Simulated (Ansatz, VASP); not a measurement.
## One calculation of La, two programs

```
CELL_PARAMETERS angstrom
0.00000 2.65465 2.65465
2.65465 0.00000 2.65465
2.65465 2.65465 0.00000
ATOMIC_POSITIONS crystal
La 0.00000 0.00000 0.00000
```

The cell was built by a generator and needn't be a form met in nature.

Alike in both runs: task relaxation of cell and atoms; functional LDA; k mesh 10 × 10 × 10; occupations fermi-dirac, width 0.1 eV; no spin polarisation.

```csv
,VASP,Ansatz
version,VASP 6.6.1,Ansatz 0.2.0
potentials or method,"VASP PAW LDA potentials, release 64 (La)","plane waves (420 eV) with PAW, scalar-relativistic"
plane-wave cutoff (eV),600,420
valence electrons in the cell,11,11
```

```csv
,VASP,Ansatz,Ansatz less VASP
relaxed volume (Å³/atom),31.88,31.98,+0.105
relaxed cell length with the largest relative difference (Å),3.559,3.563,+0.0039
energy change over the relaxation (meV/atom),-65,-62,+2.6
```

Ansatz warned: «pseudo_functional_mismatch».

The runs have no spin-orbit coupling, so splittings on La are missing.
